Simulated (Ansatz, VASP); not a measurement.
# Si: VASP beside Ansatz

File INCAR:

```
SYSTEM = Si
ALGO = Normal ; EDIFF = 1E-7
ENCUT = 520 ; GGA = PE
ISIF = 2 ; ISMEAR = -1
LASPH = .True. ; LCHARG = .False.
LREAL = .False. ; LWAVE = .False.
NBANDS = 11 ; NELM = 60
PREC = Accurate ; SIGMA = 0.08
```

KPOINTS

```
k-points
0
Gamma
  11 11 11
  0 0 0
```

File POSCAR:

```
Si
1.0
    0.0543094000      2.7426247000      2.7426247000
    2.7426247000      0.0543094000      2.7426247000
    2.7426247000      2.7426247000      0.0543094000
Si
2
Direct
    0.5000000000      0.5000000000      0.5000000000
    0.7500000000      0.7500000000      0.7500000000
```

Input for Ansatz:

```yaml
crystal:
  lattice:
    - [0.0543094, 2.7426247, 2.7426247]
    - [2.7426247, 0.0543094, 2.7426247]
    - [2.7426247, 2.7426247, 0.0543094]
  atoms:
    - { symbol: Si, position: [0.5, 0.5, 0.5] }
    - { symbol: Si, position: [0.75, 0.75, 0.75] }
kpoints:
  mp_grid: { grid: [11, 11, 11] }
  band_path:
    path:
      - [0.0, 0.0, 0.0]
      - [0.5, 0.5, 0.5]
      - [0.2451701269, 0.5, 0.7548298731]
      - [-0.2451701269, 0.2451701269, 0.5]
      - [0.0, 0.0, 0.5]
      - [0.0, 0.0, 0.0]
      - [-0.3725850634, 0.0, 0.3725850634]
      - [0.0, 0.3725850634, 0.6274149366]
      - [0.0, 0.5, 0.5]
    npoints: 5
scf:
  occupations: { method: fermi_dirac, width: 0.08 }
hamiltonian:
  xc: pbe
  pseudopotentials: { kind: all_electron, lapw: { basis_error: 0.00025 } }
output:
  forces: true
  stress: true
  eigenvalues: true
```

Change from the starting cell: equal xy, yz and zx shear strains of +2 %.

Alike in both runs: task single point; functional PBE; k mesh 11 × 11 × 11; occupations fermi-dirac, width 0.08 eV; no spin polarisation.

|  | VASP | Ansatz |
| --- | --- | --- |
| version | VASP 6.6.1 | Ansatz 0.2.0 |
| potentials or method | VASP PAW PBE potentials, release 64 (Si) | all-electron LAPW, scalar-relativistic |
| plane-wave cutoff (eV) | 520 | see its input |

|  | VASP | Ansatz | Ansatz less VASP |
| --- | --- | --- | --- |
| pressure (GPa) | 2.1 | 2.1 | +0.05 |
| largest component of the traceless stress (GPa) | 2.02 | 2.01 | -0.008 |
| rms of the force components (eV/Å) | 0.180 | 0.182 | +0.0013 |

Atom by atom the forces differ by 0.001 eV/Å (rms over components). Ansatz ran all-electron here, so the differences hold the error of VASP's frozen core and of both bases.

Caveats: an odd mesh through Γ misses points on the zone boundary, where band edges often lie.
